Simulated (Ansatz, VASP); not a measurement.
**One calculation of Al2Pt, two programs**

Contents of INCAR:

```
SYSTEM = Al2Pt
PREC = Accurate ; ENCUT = 520
EDIFF = 1E-6 ; ISMEAR = -1
SIGMA = 0.05 ; LREAL = .False.
LASPH = .True. ; NELM = 100
ALGO = Normal ; ISIF = 2
LWAVE = .False. ; LCHARG = .True.
GGA = CA ; LELF = .True.
LVHAR = .True. ; NBANDS = 15
```

Contents of KPOINTS:

```
regular mesh
0
Gamma
  8 8 8
  0 0 0
```

File POSCAR:

```
Al2Pt
1.0
    0.0000000000      2.9745701068      2.9745701068
    2.9745701068      0.0000000000      2.9745701068
    2.9745701068      2.9745701068      0.0000000000
Pt Al
1 2
Direct
    0.0000000000      0.0000000000      0.0000000000
    0.7500000000      0.7500000000      0.7500000000
    0.2500000000      0.2500000000      0.2500000000
```

input.yaml

```yaml
crystal:
  lattice:
    - [0.0, 2.9745701068, 2.9745701068]
    - [2.9745701068, 0.0, 2.9745701068]
    - [2.9745701068, 2.9745701068, 0.0]
  atoms:
    - { symbol: Pt, position: [0.0, 0.0, 0.0] }
    - { symbol: Al, position: [0.75, 0.75, 0.75] }
    - { symbol: Al, position: [0.25, 0.25, 0.25] }
kpoints:
  mp_grid: { grid: [8, 8, 8] }
scf:
  occupations: { method: fermi_dirac, width: 0.05 }
hamiltonian:
  xc: lda
  pseudopotentials: { kind: all_electron, lapw: { basis_error: 0.002 } }
output:
  forces: true
  stress: true
  eigenvalues: true
```

Change from the starting cell: volume scaled by 1.02.

Alike in both runs: task single point; functional LDA; k mesh 8 × 8 × 8; occupations fermi-dirac, width 0.05 eV; no spin polarisation.

|  | VASP | Ansatz |
| --- | --- | --- |
| version | VASP 6.6.1 | Ansatz 0.2.0 |
| potentials or method | VASP PAW LDA potentials, release 64 (Pt, Al) | all-electron LAPW, scalar-relativistic |
| plane-wave cutoff (eV) | 520 | see its input |

|  | VASP | Ansatz | Ansatz less VASP |
| --- | --- | --- | --- |
| gap on the k mesh at the Fermi level (eV) | none | none | - |
| pressure (GPa) | -6.0 | -6.3 | -0.29 |

A gap of «none» marks a metal or a gap that the smearing closes. Ansatz ran all-electron here, so the differences hold the error of VASP's frozen core and of both bases.

Spin-orbit coupling is left out, which matters for the levels of Pt.
